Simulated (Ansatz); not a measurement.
Space group P-3m1 (No. 164). a = 3.696 Å, b = 3.696 Å, c = 6.445 Å, α = 90.00°, β = 90.00°, γ = 120.00°
```csv
atom,site,symmetry,x,y,z
Ti,1a,-3m.,0.0000,0.0000,0.0000
Te,2d,3m.,0.6667,0.3333,0.2673
```

Equation of state of this TiTe2 structure (not necessarily the ground state), with shape and atoms relaxed at each volume where symmetry leaves them free. It has no gap at any of these volumes. These are results of DFT PBEsol, scalar-relativistic, plane waves, PAW (Ansatz 0.2.0), not measurements.

Cutoff 420 eV; k points 12×12×8 on the computed 3-atom cell (Γ-centred); Gaussian smearing, width 0.10 eV; no spin polarisation.

```json
{"V (Å³/atom)": "23.890", "E − E(largest V) (meV/atom)": "4.33", "P (GPa)": "2.84"}
{"V (Å³/atom)": "24.653", "E − E(largest V) (meV/atom)": "-5.26", "P (GPa)": "1.21"}
{"V (Å³/atom)": "25.415", "E − E(largest V) (meV/atom)": "-8.06", "P (GPa)": "-0.01"}
{"V (Å³/atom)": "26.178", "E − E(largest V) (meV/atom)": "-5.76", "P (GPa)": "-0.95"}
{"V (Å³/atom)": "26.940", "E − E(largest V) (meV/atom)": "0.00", "P (GPa)": "-1.56"}
```

Problem. Fit a third-order Birch–Murnaghan equation to E(V).

Solution. V0 = 25.41 Å³/atom, B0 = 35 GPa, B0' = 10.0. B0' is unusual or poorly fixed by this range.

Spin-orbit coupling is left out, which matters for the bands of heavy elements.